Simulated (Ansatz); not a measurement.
Input and command of a calculation in Ansatz (plane waves; scalar-relativistic PAW potentials unless the input names others):

```yaml
crystal:
  lattice:
    - [3.09866146, 0.0, 0.0]
    - [-1.54933073, 2.68351954, 0.0]
    - [0.0, 0.0, 16.19260459]
  atoms:
    - { symbol: Se, position: [0.0, 0.0, 0.3265940654] }
    - { symbol: Hg, position: [0.3333333333, 0.6666666667, 0.3551821679] }
    - { symbol: Se, position: [0.3333333333, 0.6666666667, 0.4868853962] }
    - { symbol: Hg, position: [0.6666666667, 0.3333333333, 0.51545021] }
    - { symbol: Se, position: [0.6666666667, 0.3333333333, 0.6498484461] }
    - { symbol: Hg, position: [0.0, 0.0, 0.6660397144] }
basis:
  ecutwfc: 420
kpoints:
  mp_grid: { grid: [9, 9, 1] }
hamiltonian:
  xc: pbe
scf:
  occupations: { method: gaussian, width: 0.1 }
  max_iter: 75
output:
  forces: true
  eigenvalues: true
efield:
  axis: 3
  dipole_correction: true
  ramp_width: 0.04
```

```bash
ansatz run input.yaml --threads 2 --pin off --max-ram 5632MiB --backend cpu --events-out ev --progress --plain --runs-dir out
```

Abridged log:
```
Pseudopotentials: kind: paw
Pseudopotential: Se, paw, valence charge 16, recommended cutoff 420 eV (normal)
Pseudopotential: Hg, paw, valence charge 20, recommended cutoff 420 eV (normal)
Functional definition: PBE
Crystal: 6 atoms, lattice volume = 134.647 Å³
Basis set: ecut = 420 eV, 2635 PW (Γ), exchange–correlation on 48×48×240 points (8 copies of the dense FFT grid, shifted against one another)
Bands: 65, of which v1, the nominal top of the filled ones, is band 54 counted from 1 (53 counted from 0)
Symmetry: 6 space group operations
Space group: P3m1 (ITA 156), of the structure as read, at distance tolerance 5.1e-5 Å
k-points: 12 of 81 (time reversal used)
Initial density: superposition of atomic densities (neutral atoms: chi_scale 0, normalization atom), corrected by the library's trained network
Initial wavefunctions: pseudopotential atomic-orbital guess
Functional: x = pbe(κ = 0.804, μ = 0.21951497), c = pbe(β = 0.06672455)
SCF iter   1: F=—  HF=-57767.077635 eV  |F-HF|=—  |Δ(HF+E_count)|=         —  Δρ=1.73e-2  dr2=1.81e0  ethr=1.77e-3  p=-0.014 e·Å  D=-1.90e-2 V/Å  ΔV_dip=0.31 eV  dr2_dipole=4.80e-1  V_vac-E_F(+/−)=1.51/1.16 eV  ⟨swp⟩=11.6  Hψ=4453  notcnv=0  defer=18
efield: sawtooth ramp at fractional position 0.9763 (placed from the atoms, in the widest stretch of the axis that holds none; the zero of the levels goes with the place), width 0.0400; the density the first Hamiltonian is built on has a dipole p = -0.014 e·Å; the dipole correction subtracts the counter field D = -1.90e-2 V/Å, which shifts the + side's vacuum level by +0.31 eV against the − side's; the planar-averaged density in the ramp window peaks in size at 8.1e-4 e/Å³
SCF iter   2: F=—  HF=-57766.948842 eV  |F-HF|=—  |Δ(HF+E_count)|=   1.29e-1  Δρ=1.34e-2  dr2=3.07e-1  ethr=1.68e-3  p=-0.002 e·Å  D=-3.13e-3 V/Å  ΔV_dip=0.05 eV  dr2_dipole=8.28e-3  V_vac-E_F(+/−)=1.80/1.75 eV  ⟨swp⟩=3.8  Hψ=1800  notcnv=0  defer=48
SCF iter   3: F=—  HF=-57766.854094 eV  |F-HF|=—  |Δ(HF+E_count)|=   9.47e-2  Δρ=4.63e-3  dr2=8.35e-2  ethr=2.85e-4  p=0.006 e·Å  D=8.63e-3 V/Å  ΔV_dip=-0.14 eV  dr2_dipole=1.53e-2  V_vac-E_F(+/−)=1.83/1.97 eV  ⟨swp⟩=3.1  Hψ=1601  notcnv=0  defer=48
SCF iter   4: F=—  HF=-57766.841084 eV  |F-HF|=—  |Δ(HF+E_count)|=   1.30e-2  Δρ=2.33e-3  dr2=2.06e-2  ethr=7.73e-5  p=0.006 e·Å  D=8.50e-3 V/Å  ΔV_dip=-0.14 eV  dr2_dipole=7.08e-3  V_vac-E_F(+/−)=1.87/2.01 eV  ⟨swp⟩=2.8  Hψ=1390  notcnv=0  defer=48
SCF iter   5: F=—  HF=-57766.841916 eV  |F-HF|=—  |Δ(HF+E_count)|=   8.32e-4  Δρ=1.62e-3  dr2=1.46e-2  ethr=1.91e-5  p= 0.000 e·Å  D=-1.33e-4 V/Å  ΔV_dip=0.00 eV  dr2_dipole=2.13e-3  V_vac-E_F(+/−)=1.93/1.93 eV  ⟨swp⟩=2.0  Hψ=1061  notcnv=0  defer=48
SCF iter   6: F=—  HF=-57766.840979 eV  |F-HF|=—  |Δ(HF+E_count)|=   9.37e-4  Δρ=6.30e-4  dr2=2.97e-3  ethr=1.36e-5  p=0.002 e·Å  D=2.37e-3 V/Å  ΔV_dip=-0.04 eV  dr2_dipole=2.57e-3  V_vac-E_F(+/−)=2.00/2.04 eV  ⟨swp⟩=2.2  Hψ=1050  notcnv=0  defer=48
SCF iter   7: F=—  HF=-57766.840594 eV  |F-HF|=—  |Δ(HF+E_count)|=   3.85e-4  Δρ=3.25e-4  dr2=8.61e-4  ethr=2.75e-6  p=-0.002 e·Å  D=-3.16e-3 V/Å  ΔV_dip=0.05 eV  dr2_dipole=1.62e-4  V_vac-E_F(+/−)=2.02/1.97 eV  ⟨swp⟩=2.5  Hψ=1076  notcnv=0  defer=48
SCF iter   8: F=—  HF=-57766.840549 eV  |F-HF|=—  |Δ(HF+E_count)|=   4.51e-5  Δρ=1.60e-4  dr2=1.65e-4  ethr=7.97e-7  p=-0.003 e·Å  D=-3.77e-3 V/Å  ΔV_dip=0.06 eV  dr2_dipole=1.10e-4  V_vac-E_F(+/−)=2.03/1.97 eV  ⟨swp⟩=2.1  Hψ=992  notcnv=0  defer=48
SCF iter   9: F=—  HF=-57766.840535 eV  |F-HF|=—  |Δ(HF+E_count)|=   1.43e-5  Δρ=9.99e-5  dr2=3.23e-5  ethr=1.52e-7  p=-0.004 e·Å  D=-4.96e-3 V/Å  ΔV_dip=0.08 eV  dr2_dipole=1.16e-5  V_vac-E_F(+/−)=2.04/1.96 eV  ⟨swp⟩=2.2  Hψ=990  notcnv=0  defer=48
SCF iter  10: F=—  HF=-57766.840609 eV  |F-HF|=—  |Δ(HF+E_count)|=   7.38e-5  Δρ=3.29e-5  dr2=1.57e-6  ethr=2.99e-8  p=-0.004 e·Å  D=-5.37e-3 V/Å  ΔV_dip=0.09 eV  dr2_dipole=6.44e-8  V_vac-E_F(+/−)=2.05/1.96 eV  ⟨swp⟩=2.5  Hψ=952  notcnv=0  defer=48
SCF iter  11: F=—  HF=-57766.840609 eV  |F-HF|=—  |Δ(HF+E_count)|=   2.83e-7  Δρ=1.08e-5  dr2=2.45e-7  ethr=1.45e-9  p=-0.004 e·Å  D=-5.50e-3 V/Å  ΔV_dip=0.09 eV  dr2_dipole=4.07e-9  V_vac-E_F(+/−)=2.05/1.96 eV  ⟨swp⟩=3.1  Hψ=1483  notcnv=0  defer=48
SCF iter  12: F=-57766.840609 eV  HF=-57766.840609 eV  |F-HF|=1.99e-9  |Δ(HF+E_count)|=   1.55e-8  Δρ=3.75e-6  dr2=2.14e-8  ethr=9.26e-11  p=-0.004 e·Å  D=-5.52e-3 V/Å  ΔV_dip=0.09 eV  dr2_dipole=1.61e-9  V_vac-E_F(+/−)=2.05/1.96 eV  ⟨swp⟩=17.3  Hψ=4663  notcnv=0
WARN: efield: at this solve's end the planar-averaged density reaches 1.27e-4 e/Å³ inside the ramp window [0.9146, 0.0781] (bound 1e-5 e/Å³), and -2.90e-5 e/Å³ on another of its planes; by the running means of the window's planes the mean density over a ramp is at most 1.24e-4 e/Å³, which is held to the bound (the quickstart, § The vacuum guard, A window that rings); the window's nearer edge stands 4.02 Å from this solve's nearest atom along the axis. Its work functions, free energy, forces, stress, dipole, levels and responses can be off, and this figure does not tell by how much. The cell ma ...
SCF 1 converged in 12 iterations: F = -57766.840609 eV  dr2 = 2.14e-8
SCF converged after 12 iterations
Free energy (F): -57766.840609 eV
Harris-Foulkes:  -57766.840609 eV  (|F-HF|=1.99e-9)
Internal energy: -57766.823465 eV  (E = F + TS)
E sigma→0 (E₀):  -57766.832037 eV
Entropy (-TS):   -0.017144 eV (-2.857 meV/atom)
Fermi energy:    15.764519 eV
Dipole field:    D = -0.005586 V/Å  (p = -0.004156 e·Å, saw-weighted, corrected)
Work function:   Φ+ = 2.0539 eV   Φ− = 1.9643 eV
Levels:          The Fermi level and band energies are counted from a zero that moves with the ramp; work functions are not
Vacuum region:   at the solve's end the planar-averaged density reaches 1.27e-4 e/Å³ inside the ramp window [0.9146, 0.0781] (bound 1e-5 e/Å³), and -2.90e-5 e/Å³ on another of its planes; by the running means of the window's planes the mean density over a ramp is at most 1.24e-4 e/Å³, which is held to the bound (the quickstart, § The vacuum guard, A window that rings)
--- Forces (eV/Å), atoms counted from 1 ---
  atom   1  Se     0.00000000     0.00000000   -24.56382367
  atom   2  Hg     0.00000000     0.00000000     8.17610654
  atom   3  Se     0.00000000     0.00000000   -10.98397678
  atom   4  Hg     0.00000000     0.00000000    11.31531159
  atom   5  Se     0.00000000     0.00000000    -2.96445371
  atom   6  Hg     0.00000000     0.00000000    19.02084397
```

Task: The run was meant for a cell not far from equilibrium. Find the fault.

Result: The fault is a lattice far too small (lattice vectors times 0.700). The run converged all the same, with an energy at zero smearing 13555 meV/atom above the reference's, largest force 24.564 eV/Å, no gap on the mesh, so convergence alone doesn't show that an input is right. A reference run of the cell with lattice vectors 4.4267 0.0000 0.0000; -2.2133 3.8336 0.0000; 0.0000 0.0000 23.1323 Å and the atoms in their places converged with largest force 0.003 eV/Å, no gap on the mesh.

Spin-orbit coupling is left out, which matters for the bands of heavy elements. Some atoms are far too close here, so the PAW spheres overlap strongly and the numbers are rough.

Time: 5.5 s on 2 threads of Arm Neoverse V2 (shared host), peak memory 0.41 GiB.
